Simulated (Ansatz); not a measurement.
The system is InPd.

```xyz
2
Lattice="3.2719 0.0000 0.0000 0.0000 3.2719 0.0000 0.0000 0.0000 3.2719" Properties=species:S:1:pos:R:3 pbc="T T T"
In    0.0000    0.0000    0.0000
Pd    1.6359    1.6359    1.6359
```

The cell comes from a database or a generator and needn't be the stable form of this composition.

| Property | Result |
| --- | --- |
| Program | Ansatz 0.2.0 |
| Task | relaxation of cell and atoms |
| Functional | PBEsol |
| Potentials or basis | all-electron LAPW, scalar-relativistic |
| Basis error allowed | 0.001 eV/atom |
| k mesh | 8 × 8 × 8 |
| Occupations | fermi-dirac, width 0.05 eV |
| Spin | no spin polarisation |

At the start: volume 17.51 Å³/atom.

Problem. How do energy, volume and symmetry change on relaxing?

Solution. Over 4 steps the energy falls by 3.8 meV/atom and the volume is 17.11 Å³/atom (-2.3 %); space group Pm-3m (No. 221, to 0.05 Å).

The path:
```
step  energy change (eV)  largest force (eV/Å)  volume (Å³)
   1              0.0000                0.0000        35.03
   2             -0.0075                0.0000        34.29
   3             -0.0076                0.0000        34.23
   4             -0.0076                0.0000        34.23
```

Final structure:
```
CELL_PARAMETERS angstrom
3.24684 0.00000 0.00000
0.00000 3.24684 0.00000
0.00000 0.00000 3.24684
ATOMIC_POSITIONS crystal
In 0.00000 0.00000 0.00000
Pd 0.50000 0.50000 0.50000
```
